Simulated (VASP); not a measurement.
# As (P6_3/mmc) in VASP: notebook

One crystal, As, is run at these levels: BLYP; tasks: single point.

All numbers are computed with VASP 6.6.1; they aren't measurements. Logs are shortened: lines on timing, memory, paths and dates and some standing lists are left out, and cuts for length are marked.

## Step 1: The structure

Symmetry: P6_3/mmc, No. 194, hexagonal system. Conventional cell: a = 3.017 Å, b = 3.017 Å, c = 5.445 Å, α = 90.00°, β = 90.00°, γ = 120.00°. Around As (site symmetry -6m2) lie 12 As at 3.02 to 3.23 Å.

This isn't the form of As at room conditions, which is rhombohedral.

## Step 2: Single point, BLYP

File INCAR:

```
SYSTEM = As
PREC = Accurate ; ENCUT = 520
EDIFF = 1E-6 ; ISMEAR = -1
SIGMA = 0.1 ; LREAL = .False.
LASPH = .True. ; NELM = 60
ALGO = Fast ; ISIF = 2
LWAVE = .False. ; LCHARG = .False.
GGA = B5 ; ALDAX = 1.0
AGGAX = 1.0 ; AGGAC = 1.0
ALDAC = 0.0 ; NBANDS = 12
```

File KPOINTS:

```
Automatic mesh
0
Gamma
  20 20 10
  0 0 0
```

File POSCAR:

```
As
1.0
    3.0171273333      0.0000000000      0.0000000000
   -1.5085636666      2.6129089171      0.0000000000
    0.0000000000      0.0000000000      5.4445239775
As
2
Direct
    0.3333333333      0.6666666667      0.2500000000
    0.6666666667      0.3333333333      0.7500000000
```

Potentials or basis: VASP PAW PBE potentials, release 64 (As).

Run with:

```console
cat potpaw_PBE.64/As/POTCAR > POTCAR
mpirun -np 1 vasp_std > vasp.out
```

OUTCAR:

```text
SYSTEM = As
   PREC = Accurate
   ENCUT = 520
   EDIFF = 1E-6
   ISMEAR = -1
   LREAL = .False.
   LASPH = .True.
   NELM = 60
   ISIF = 2
   GGA = B5

 ion  position               nearest neighbor table
   1  0.333  0.667  0.250-
   2  0.667  0.333  0.750-

  LATTYP: Found a hexagonal cell.
 ALAT       =     3.0171273333
 C/A-ratio  =     1.8045390121

  Lattice vectors:

 A1 = (   3.0171273333,   0.0000000000,   0.0000000000)
 A2 = (  -1.5085636666,   2.6129089171,   0.0000000000)
 A3 = (   0.0000000000,   0.0000000000,   5.4445239775)

Analysis of symmetry for initial positions (statically):
=====================================================================
 Subroutine PRICEL returns:
 Original cell was already a primitive cell.

 Routine SETGRP: Setting up the symmetry group for a
 hexagonal supercell.

 Subroutine GETGRP returns: Found 24 space group operations
 (whereof 12 operations were pure point group operations)
 out of a pool of 24 trial point group operations.

The static configuration has the point symmetry D_3d.
 The point group associated with its full space group is D_6h.

Analysis of symmetry for dynamics (positions and initial velocities):
=====================================================================
 Subroutine PRICEL returns:
 Original cell was already a primitive cell.

 Routine SETGRP: Setting up the symmetry group for a
 hexagonal supercell.

 Subroutine GETGRP returns: Found 24 space group operations
 (whereof 12 operations were pure point group operations)
 out of a pool of 24 trial point group operations.

The dynamic configuration has the point symmetry D_3d.
 The point group associated with its full space group is D_6h.

 Subroutine INISYM returns: Found 24 space group operations
 (whereof 12 operations are pure point group operations),
 and found     1 'primitive' translations

----------------------------------------------------------------------------------------

                                     Primitive cell

  volume of cell :      42.9218

  direct lattice vectors                    reciprocal lattice vectors
     3.017127333  0.000000000  0.000000000     0.331441099  0.191357608  0.000000000
    -1.508563667  2.612908917  0.000000000     0.000000000  0.382715216  0.000000000
     0.000000000  0.000000000  5.444523978     0.000000000  0.000000000  0.183670786

  length of vectors
     3.017127333  3.017127333  5.444523978     0.382715216  0.382715216  0.183670786

  position of ions in fractional coordinates (direct lattice)
     0.333333333  0.666666667  0.250000000
     0.666666667  0.333333333  0.750000000

  ion indices of the primitive-cell ions
   primitive index   ion index
                 1           1
                 2           2

----------------------------------------------------------------------------------------

 KPOINTS: Automatic mesh

Automatic generation of k-mesh.
 Grid dimensions read from file:
 generate k-points for:   20   20   10

 Generating k-lattice:

  Cartesian coordinates                     Fractional coordinates (reciprocal lattice)
     0.016572055  0.009567880  0.000000000     0.050000000  0.000000000  0.000000000
     0.000000000  0.019135761  0.000000000     0.000000000  0.050000000  0.000000000
     0.000000000  0.000000000  0.018367079     0.000000000  0.000000000  0.100000000

  Length of vectors
     0.019135761  0.019135761  0.018367079

  Shift w.r.t. Gamma in fractional coordinates (k-lattice)
     0.000000000  0.000000000  0.000000000

 Subroutine IBZKPT returns following result:
 ===========================================

 Found    264 irreducible k-points:

 Following reciprocal coordinates:
            Coordinates               Weight
  0.000000  0.000000  0.000000      1.000000
  0.050000  0.000000  0.000000      6.000000
  0.100000  0.000000  0.000000      6.000000
  0.150000  0.000000  0.000000      6.000000
  0.200000  0.000000  0.000000      6.000000
  0.250000 -0.000000  0.000000      6.000000
[... 16 lines left out ...]
  0.200000  0.100000  0.000000     12.000000
  0.250000  0.100000  0.000000     12.000000
 [... further k-points ...]
   k-points           NKPTS =    264   k-points in BZ     NKDIM =    264   number of bands    NBANDS=     12
   number of dos      NEDOS =    301   number of ions     NIONS =      2
   total plane-waves  NPLWV =  23040
   dimension x,y,z NGX =    24 NGY =   24 NGZ =   40
   dimension x,y,z NGXF=    48 NGYF=   48 NGZF=   80
   ions per type =               2
   NGX,Y,Z   is equivalent  to a cutoff of  13.22, 13.22, 12.21 a.u.
   NGXF,Y,Z  is equivalent  to a cutoff of  26.45, 26.45, 24.43 a.u.
 SYSTEM =  As
   PREC   = accura    normal or accurate (medium, high low for compatibility)
   ISTART =      0    job   : 0-new  1-cont  2-samecut
   ICHARG =      2    charge: 1-file 2-atom 10-const
   ISPIN  =      1    spin polarized calculation?
   LNONCOLLINEAR =      F non collinear calculations
   LSORBIT =      F    spin-orbit coupling
   LASPH  =      T    aspherical Exc in radial PAW
   ENCUT  =  520.0 eV  38.22 Ry    6.18 a.u.   5.61  5.61 10.12*2*pi/ulx,y,z
   NELM   =     60;   NELMIN=  2; NELMDL= -5     # of ELM steps
   EDIFF  = 0.1E-05   stopping-criterion for ELM
   LREAL  =      F    real-space projection
   EDIFFG = 0.1E-04   stopping-criterion for IOM
   NSW    =      0    number of steps for IOM
   IBRION =     -1    ionic relax: 0-MD 1-quasi-New 2-CG
   NFREE  =      0    steps in history (QN), initial steepest desc. (CG)
   ISIF   =      2    stress and relaxation
   ISYM   =      2    0-nonsym 1-usesym 2-fastsym
   POTIM  = 0.5000    time-step for ionic-motion
   TEBEG  =    0.0;   TEEND  =   0.0 temperature during run
   PSTRESS=    0.0 pullay stress
   NELECT =      10.0000    total number of electrons
   NUPDOWN=      -1.0000    fix difference up-down
   EMIN   =  10.00;   EMAX   =-10.00  energy-range for DOS
   EFERMI =   0.00;   METHOD = LEGACY
   ISMEAR =    -1;   SIGMA  =   0.10  broadening in eV -4-tet -1-fermi 0-gaus
   EFERMI_NEDOS =   21; number of points for ismear=-14 and -15
   IALGO  =     68    algorithm
   IMIX   =      4    mixing-type and parameters
     AMIX     =   0.40;   BMIX     =  1.00
     AMIX_MAG =   1.60;   BMIX_MAG =  1.00
  volume/ion in A,a.u.               =      21.46       144.83
  Fermi-wavevector in a.u.,A,eV,Ry     =   1.007354  1.903624 13.806683  1.014763
  Thomas-Fermi vector in A             =   2.140154
   LORBIT       =      0    0 simple, 1 ext, 2 COOP (PROOUT), +10 PAW based schemes
   GGA     = B5    functional components
   LHFCALC =     F    Hartree Fock is set to
   AEXX    =    0.0000 exact exchange contribution
   IVDW    =     0    specifies the selected vdW correction
   LEPSILON=     F    determine dielectric tensor
   LRPA    =     F    only Hartree local field effects (RPA)
 non-spin polarized calculation
 RMM-DIIS sequential band-by-band and
  energy-cutoff  :      520.00
  volume of cell :       42.92
 maximum number of plane-waves:      1178
 NGX is ok and might be reduce to    24
   NGX = 11   NGY = 11   NGZ = 21

 number of electron      10.0000001 magnetization

 Free energy of the ion-electron system (eV)
  ---------------------------------------------------
  ext. energy  EPLUGINS =         0.00000000
  ---------------------------------------------------
  free energy    TOTEN  =        -6.66769881 eV

  energy without entropy =       -6.62718273  energy(sigma->0) =       -6.64744077

 E-fermi :   5.7089     XC(G=0):  -9.5576

 val. band max:        5.7042778864   @ k =   0.3000   0.2000   0.3000
 cond. band min:       5.7152540865   @ k =   0.2000   0.2000   0.2000
 fundamental gap:      0.0109762001
 Fermi energy:         5.7089174045

 k-point     1 :       0.0000    0.0000    0.0000
  band No.  band energies     occupation
      1      -8.4830      2.00000
      2      -5.7440      2.00000
      3      -0.2115      2.00000
      4       9.0725      0.00000
      5       9.9759      0.00000
      6       9.9759      0.00000
      7      10.9794      0.00000
      8      10.9794      0.00000
      9      15.4317      0.00000
     10      16.0504      0.00000
     11      18.1822      0.00000
     12      18.1837      0.00000

 k-point     2 :       0.0500    0.0000    0.0000
  band No.  band energies     occupation
      1      -8.4330      2.00000
      2      -5.6985      2.00000
      3      -0.1601      2.00000
      4       9.0772      0.00000
      5       9.5127      0.00000
      6       9.8191      0.00000
      7      10.6899      0.00000
      8      10.9572      0.00000
      9      15.4744      0.00000
     10      16.3314      0.00000
     11      17.6515      0.00000
     12      18.3243      0.00000

 k-point     3 :       0.1000    0.0000    0.0000
  band No.  band energies     occupation
      1      -8.2834      2.00000
      2      -5.5629      2.00000
      3      -0.0064      2.00000
      4       8.4176      0.00000
      5       9.0830      0.00000
      6       9.4385      0.00000
      7       9.9049      0.00000
      8      10.8420      0.00000
      9      15.5566      0.00000
     10      16.2761      0.00000
     11      17.7151      0.00000
     12      18.6939      0.00000

 k-point     4 :       0.1500    0.0000    0.0000
  band No.  band energies     occupation
      1      -8.0353      2.00000
      2      -5.3406      2.00000
      3       0.2482      2.00000
      4       7.0687      0.00000
      5       8.8252      0.00000
      6       8.9646      0.00000
      7       9.0638      0.00000
      8      10.6072      0.00000
      9      15.1978      0.00000
     10      16.0429      0.00000
     11      17.5386      0.00000
     12      17.8253      0.00000

 k-point     5 :       0.2000    0.0000    0.0000
  band No.  band energies     occupation
      1      -7.6912      2.00000
      2      -5.0382      2.00000
      3       0.6014      2.00000
      4       5.6586      1.24649
      5       7.6115      0.00000
      6       8.4779      0.00000
      7       8.9716      0.00000
      8      10.2935      0.00000
      9      14.4333      0.00000
     10      16.2682      0.00000
     11      16.3156      0.00000
     12      17.2470      0.00000
[... 228 lines left out ...]
      1      -7.8873      2.00000
      2      -5.2094      2.00000
      3       0.4002      2.00000
      4       6.7401      0.00007
      5       7.6357      0.00000
      6       9.0393      0.00000
      7       9.2197      0.00000
      8       9.9883      0.00000
      9      15.7777      0.00000
     10      16.5554      0.00000
     11      16.7975      0.00000
     12      17.5580      0.00000

 k-point    22 :       0.1500    0.1000    0.0000
  band No.  band energies     occupation
      1      -7.5449      2.00000
      2      -4.9114      2.00000
      3       0.7518      2.00000
      4       5.5731      1.59087
      5       6.7000      0.00010
      6       8.4335      0.00000
      7       8.9285      0.00000
      8       9.4700      0.00000
      9      15.5784      0.00000
     10      16.3906      0.00000
     11      16.5244      0.00000
     12      17.2088      0.00000

 k-point    23 :       0.2000    0.1000    0.0000
  band No.  band energies     occupation
      1      -7.1116      2.00000
      2      -4.5485      2.00000
      3       1.1972      2.00000
      4       4.3137      2.00000
      5       5.8155      0.51234
      6       7.5689      0.00000
      7       8.6883      0.00000
      8       9.0189      0.00000
      9      15.0643      0.00000
     10      15.2725      0.00000
     11      16.8520      0.00000
     12      16.8741      0.00000

 k-point    24 :       0.2500    0.1000    0.0000
  band No.  band energies     occupation
      1      -6.5956      2.00000
      2      -4.1468      2.00000
      3       1.7293      2.00000
      4       3.1028      2.00000
      5       4.8831      1.99948
      6       6.8408      0.00002
      7       8.2706      0.00000
      8       8.6278      0.00000
      9      14.4158      0.00000
     10      14.5915      0.00000
     11      16.7019      0.00000
     12      17.2267      0.00000

 [... further k-points ...]

------------------------ aborting loop because EDIFF is reached ----------------------------------------

  FORCE on cell =-STRESS in cart. coord.  units (eV):
  Direction    XX          YY          ZZ          XY          YZ          ZX
  --------------------------------------------------------------------------------------
  -------------------------------------------------------------------------------------
  Total        0.1232689      0.1232689      0.1229411      0.0000000      0.0000000     -0.0000000
  in kB        4.6013599      4.6013599      4.5891262      0.0000000      0.0000000     -0.0000000
  external PRESSURE =       4.5972820 kB  Pullay stress =       0.0000000 kB

 VOLUME and BASIS-vectors are now :
 -----------------------------------------------------------------------------
  energy-cutoff  :      520.00
  volume of cell :       42.92
      direct lattice vectors                 reciprocal lattice vectors
     3.017127333  0.000000000  0.000000000     0.331441099  0.191357608  0.000000000
    -1.508563667  2.612908917  0.000000000     0.000000000  0.382715216  0.000000000
     0.000000000  0.000000000  5.444523978     0.000000000  0.000000000  0.183670786

 POSITION                                       TOTAL-FORCE (eV/Angst)
 -----------------------------------------------------------------------------------
     -0.00000      1.74194      1.36113         0.000000     -0.000000      0.000000
      1.50856      0.87097      4.08339        -0.000000      0.000000      0.000000
 -----------------------------------------------------------------------------------
    total drift:                               -0.000000      0.000000      0.000000

  FREE ENERGIE OF THE ION-ELECTRON SYSTEM (eV)
  ---------------------------------------------------
  free  energy   TOTEN  =        -6.6676988078 eV

  energy  without entropy=       -6.6271827297  energy(sigma->0) =       -6.64744077
```

It took 1.8 min on 1 thread of AMD EPYC 7R43 (Zen 3), shared host; peak memory 0.2 GiB.

Results:

| Quantity | Value |
| --- | --- |
| Free energy | -6.6677 eV |
| Pressure | 0.5 GPa |
| Band gap on the k mesh | none (metal or under the smearing width) |

Levels at points of the mesh, in eV from the Fermi level:
```
           k point  band 3  band 4  band 5  band 6  band 7  band 8
(0.00, 0.00, 0.00)   -5.92    3.36    4.27    4.27    5.27    5.27
(0.50, 0.00, 0.00)   -5.07   -3.91   -1.95    0.21    1.17    3.28
(0.00, 0.00, 0.50)   -1.97   -1.97    4.76    4.76    4.76    4.76
(0.50, 0.00, 0.50)   -5.37   -5.37    1.04    1.04    2.05    2.05
```

Caveat: the PAW data sets were made with another functional, which shifts forces and pressure a little.

## Step 3: Single point, BLYP

File INCAR:

```
PREC = Accurate
ENCUT = 520
EDIFF = 1E-6
ISMEAR = -1
SIGMA = 0.1
LREAL = False
LASPH = True
NELM = 80
ALGO = Normal
ISIF = 2
LWAVE = False
LCHARG = True
GGA = B5
ALDAX = 1.0
AGGAX = 1.0
AGGAC = 1.0
ALDAC = 0.0
LELF = True
LVHAR = True
NBANDS = 12
```

File KPOINTS:

```
regular mesh
0
Gamma
  12 12 7
```

POSCAR is that of step 2.

Potentials or basis: VASP PAW PBE potentials, release 64 (As).

Run with:

```console
cat potpaw_PBE.64/As/POTCAR > POTCAR
mpirun -np 1 vasp_std > vasp.out
```

It took 39 s on 1 thread of AMD EPYC 7R43 (Zen 3), shared host; peak memory 0.14 GiB.

It converged, with:

```
Free energy            : -6.6866 eV
Pressure               : 0.2 GPa
Band gap on the k mesh : none (metal or under the smearing width)
```

Levels at points of the mesh, in eV from the Fermi level:
| k point | band 2 | band 3 | band 4 | band 5 | band 6 | band 7 | band 8 | band 9 |
| --- | --- | --- | --- | --- | --- | --- | --- | --- |
| (0.00, 0.00, 0.00) | -11.43 | -5.90 | 3.38 | 4.29 | 4.29 | 5.29 | 5.29 | 9.74 |
| (0.50, 0.00, 0.00) | -9.25 | -5.05 | -3.89 | -1.93 | 0.23 | 1.20 | 3.31 | 6.48 |

Caveat: the PAW data sets were made with another functional, which shifts forces and pressure a little.
